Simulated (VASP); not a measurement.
Write the native input for VASP 6.6.1 that does the following.

| Property | Result |
| --- | --- |
| Task | relaxation of cell and atoms |
| Functional | PBE |
| Dispersion | D3(BJ) |
| Potentials or basis | VASP PAW PBE potentials, release 64 (Al, Ni) |
| Cutoff | 600 eV |
| k mesh | 14 × 14 × 14 |
| Occupations | methfessel-paxton, width 0.1 eV |
| Spin | no spin polarisation |
| Further INCAR settings | ALGO = Normal; EDIFF = 1e-07; IBRION = 2; EDIFFG = -0.005; NSW = 90; ISIF = 3 |

The structure of AlNi lies in POSCAR:

```
AlNi                                    
1.0
    2.8568549244      0.0000000000     -0.0000000000
    0.0000000000      2.8568549244      0.0000000000
    0.0000000000     -0.0000000000      2.8568549244
  Al              Ni            
     1     1
Direct
     0.0000000000000000    0.0000000000000000    0.0000000000000000
     0.5000000000000000    0.5000000000000000    0.5000000000000000
```

The input as run:

INCAR

```
SYSTEM = AlNi
  PREC = Accurate
  ENCUT = 600
  EDIFF = 1E-7
  ISMEAR = 1
  SIGMA = 0.1
  LREAL = .False.
  LASPH = .True.
  NELM = 80
  ALGO = Normal
  ISIF = 3
  LWAVE = .False.
  LCHARG = .False.
  GGA = PE
  IVDW = 12
  IBRION = 2
  NSW = 90
  EDIFFG = -0.005
```

KPOINTS

```
regular mesh
0
Gamma
  14 14 14
  0 0 0
```

Potentials or basis: VASP PAW PBE potentials, release 64 (Al, Ni).

Command:

```sh
$ cat potpaw_PBE.64/Al/POTCAR potpaw_PBE.64/Ni/POTCAR > POTCAR
$ mpirun -np 1 vasp_std > vasp.out
```

It gave:

```
Pressure after relaxing    : 0.0 GPa
Band gap on the k mesh     : none (metal or under the smearing width)
Dispersion energy per atom : -0.455 eV
```

Caveat: the relaxation stopped at its first step, so nothing moved; pairwise dispersion overbinds metals, which lowers pressure and volume.

Wall time 17 s on 1 thread of Intel(R) Xeon(R) Platinum 8259CL CPU @ 2.50GHz (Skylake/Cascade Lake) (shared host), peak memory 0.18 GiB.
